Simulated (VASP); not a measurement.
# Ge (Cmcm) in VASP: notebook, part 2 of 2

VASP 6.6.1. Earlier steps stand in the parts before.

### Step 5. Single point, PBE

Contents of INCAR:

```
SYSTEM = Ge
PREC = Accurate
ENCUT = 700
EDIFF = 1E-6
ISMEAR = 0
SIGMA = 0.05
LREAL = .False.
LASPH = .True.
NELM = 100
ALGO = Normal
ISIF = 2
LWAVE = .False.
LCHARG = .False.
GGA = PE
ADDGRID = .False.
```

Contents of KPOINTS:

```
regular mesh
0
Gamma
  5 5 3
  0 0 0
```

Contents of POSCAR:

```
Ge
1.0
    1.4880529250     -2.5946896100      0.0000000000
    1.4880529250      2.5946896100      0.0000000000
    0.0000000000      0.0000000000      4.7275957900
Ge
2
Direct
    0.3334466300      0.6665533700      0.2500000000
    0.6665533700      0.3334466300      0.7500000000
```

The run is started by

```console
$ cat potpaw_PBE.64/Ge_d/POTCAR > POTCAR
$ mpirun -np 1 vasp_std > vasp.out
```

It took 7.4 s on 1 thread of Intel Xeon 6975P-C (Granite Rapids), shared host; peak memory 0.17 GiB.

These settings aren't checked as converged: the numbers below hold their error.

What came out:

```yaml
Free_energy: -8.2597 eV
Pressure: 4.9 GPa
Largest_force: 0.024 eV/Å
Band_gap_on_the_k_mesh: none (metal or under the smearing width)
```

Caveat: the k mesh is coarse (spacing up to 0.49 Å⁻¹), so the values aren't converged.

### Step 6. Single point, PBE

INCAR is that of step 5.

KPOINTS is that of step 5.

Contents of POSCAR:

```
Ge
1.0
    1.4880529250     -2.5946896100      0.0000000000
    1.4880529250      2.5946896100      0.0000000000
    0.0000000000      0.0000000000      4.7275957900
Ge
2
Direct
    0.3592940000      0.6730280000      0.2256240000
    0.6679590000      0.3129580000      0.7530700000
```

Potentials or basis: VASP PAW PBE potentials, release 64 (Ge_d).

The run is started by

```console
$ cat potpaw_PBE.64/Ge_d/POTCAR > POTCAR
$ mpirun -np 1 vasp_std > vasp.out
```

OUTCAR:

```text
SYSTEM = Ge
   PREC = Accurate
   ENCUT = 700
   EDIFF = 1E-6
   ISMEAR = 0
   LREAL = .False.
   LASPH = .True.
   NELM = 100
   ISIF = 2
   GGA = PE

 Found     38 irreducible k-points:

 Following reciprocal coordinates:
            Coordinates               Weight
  0.000000  0.000000  0.000000      1.000000
  0.200000  0.000000  0.000000      2.000000
  0.000000  0.200000  0.000000      2.000000
  0.400000 -0.000000  0.000000      2.000000
 -0.000000  0.400000  0.000000      2.000000
  0.200000  0.200000  0.000000      2.000000
   k-points           NKPTS =     38   k-points in BZ     NKDIM =     38   number of bands    NBANDS=     18
   number of dos      NEDOS =    301   number of ions     NIONS =      2
   total plane-waves  NPLWV =  32928
   dimension x,y,z NGX =    28 NGY =   28 NGZ =   42
   dimension x,y,z NGXF=    56 NGYF=   56 NGZF=   84
   ions per type =               2
   NGX,Y,Z   is equivalent  to a cutoff of  15.56, 15.56, 14.77 a.u.
   NGXF,Y,Z  is equivalent  to a cutoff of  31.12, 31.12, 29.54 a.u.
 SYSTEM =  Ge
   PREC   = accura    normal or accurate (medium, high low for compatibility)
   ISTART =      0    job   : 0-new  1-cont  2-samecut
   ICHARG =      2    charge: 1-file 2-atom 10-const
   ISPIN  =      1    spin polarized calculation?
   LNONCOLLINEAR =      F non collinear calculations
   LSORBIT =      F    spin-orbit coupling
   LASPH  =      T    aspherical Exc in radial PAW
   ENCUT  =  700.0 eV  51.45 Ry    7.17 a.u.   6.45  6.45 10.20*2*pi/ulx,y,z
[... 55 lines left out ...]
 fundamental gap:      0.0486926605
 Fermi energy:         6.8860103533

 k-point     1 :       0.0000    0.0000    0.0000
  band No.  band energies     occupation
      1     -17.5960      2.00000
      2     -17.5828      2.00000
      3     -17.5791      2.00000
      4     -17.5776      2.00000
      5     -17.5728      2.00000
      6     -17.5722      2.00000
[... 103 lines left out ...]
      5     -17.5394      2.00000
      6     -17.5347      2.00000
[... 10 lines left out ...]
     17      11.7194      0.00000
     18      12.1589      0.00000

 [... further k-points ...]

------------------------ aborting loop because EDIFF is reached ----------------------------------------

  FORCE on cell =-STRESS in cart. coord.  units (eV):
  Direction    XX          YY          ZZ          XY          YZ          ZX
  --------------------------------------------------------------------------------------
  -------------------------------------------------------------------------------------
  Total        1.0234694      0.7140042      2.2823701     -0.0828435     -0.1721518      0.2378572
  in kB       44.9170583     31.3355413    100.1665063     -3.6357554     -7.5552356     10.4388504
  external PRESSURE =      58.8063686 kB  Pullay stress =       0.0000000 kB

 VOLUME and BASIS-vectors are now :
 -----------------------------------------------------------------------------
  energy-cutoff  :      700.00
  volume of cell :       36.51
      direct lattice vectors                 reciprocal lattice vectors
     1.488052925 -2.594689610  0.000000000     0.336009554 -0.192701277  0.000000000
     1.488052925  2.594689610  0.000000000     0.336009554  0.192701277  0.000000000
     0.000000000  0.000000000  4.727595790     0.000000000  0.000000000  0.211524006

 POSITION                                       TOTAL-FORCE (eV/Angst)
 -----------------------------------------------------------------------------------
      1.53615      0.81404      1.06666         0.112383     -0.032106      0.059540
      1.45966     -0.92112      3.56021        -0.112383      0.032106     -0.059540
 -----------------------------------------------------------------------------------
    total drift:                               -0.000004      0.000043     -0.000090

  FREE ENERGIE OF THE ION-ELECTRON SYSTEM (eV)
  ---------------------------------------------------
  free  energy   TOTEN  =        -8.2616977173 eV

  energy  without entropy=       -8.2584929341  energy(sigma->0) =       -8.26009533
```

OSZICAR:

```text
N       E                     dE             d eps       ncg     rms          rms(c)
DAV:   1     0.164075836209E+03    0.16408E+03   -0.17672E+04  1440   0.531E+03
DAV:   2     0.112302181419E+02   -0.15285E+03   -0.15035E+03  1368   0.569E+02
DAV:   3    -0.774830026997E+01   -0.18979E+02   -0.18708E+02  1542   0.145E+02
DAV:   4    -0.828864525410E+01   -0.54034E+00   -0.53610E+00  1642   0.273E+01
DAV:   5    -0.829593450006E+01   -0.72892E-02   -0.72866E-02  1502   0.318E+00    0.170E+00
DAV:   6    -0.827119330318E+01    0.24741E-01   -0.31555E-02  1742   0.246E+00    0.949E-01
DAV:   7    -0.826223365111E+01    0.89597E-02   -0.17350E-02  1762   0.156E+00    0.152E-01
DAV:   8    -0.826169791403E+01    0.53574E-03   -0.14869E-03  1516   0.593E-01    0.343E-02
DAV:   9    -0.826169405259E+01    0.38614E-05   -0.10519E-04  1512   0.122E-01    0.220E-02
DAV:  10    -0.826169683567E+01   -0.27831E-05   -0.33340E-06  1126   0.171E-02    0.464E-03
DAV:  11    -0.826169799132E+01   -0.11556E-05   -0.64196E-07   746   0.106E-02    0.900E-04
DAV:  12    -0.826169771731E+01    0.27401E-06   -0.16327E-07   704   0.537E-03
   1 F= -.82616977E+01 E0= -.82600953E+01  d E =-.320478E-02
```

stdout:

```text
POSCAR found type information on POSCAR Ge
 POSCAR found :  1 types and       2 ions
 scaLAPACK will be used
 LDA part: xc-table for (Slater+PW92), standard interpolation
 POSCAR, INCAR and KPOINTS ok, starting setup
 FFT: planning ... GRIDC
 FFT: planning ... GRID_SOFT
 FFT: planning ... GRID
 WAVECAR not read
 entering main loop
```

Wall time 14 s (1 thread of Intel Xeon 6975P-C (Granite Rapids), shared host); peak memory 0.18 GiB.

These settings aren't checked as converged: the numbers below hold their error.

Results:

```yaml
Free_energy: -8.2617 eV
Pressure: 5.9 GPa
Largest_force: 0.131 eV/Å
Band_gap_on_the_k_mesh: none (metal or under the smearing width)
```

Caveat: the k mesh is coarse (spacing up to 0.49 Å⁻¹), so the values aren't converged.

### Step 7. For comparison

An earlier run on the cell as given: functional PBEsol; potentials or basis VASP PAW PBE potentials, release 64 (Ge_d); cutoff 520 eV; k mesh 10 × 10 × 6; occupations fermi-dirac, width 0.05 eV; no spin polarisation.

- Pressure: 0.5 GPa
- Band gap on the k mesh: none (metal or under the smearing width)
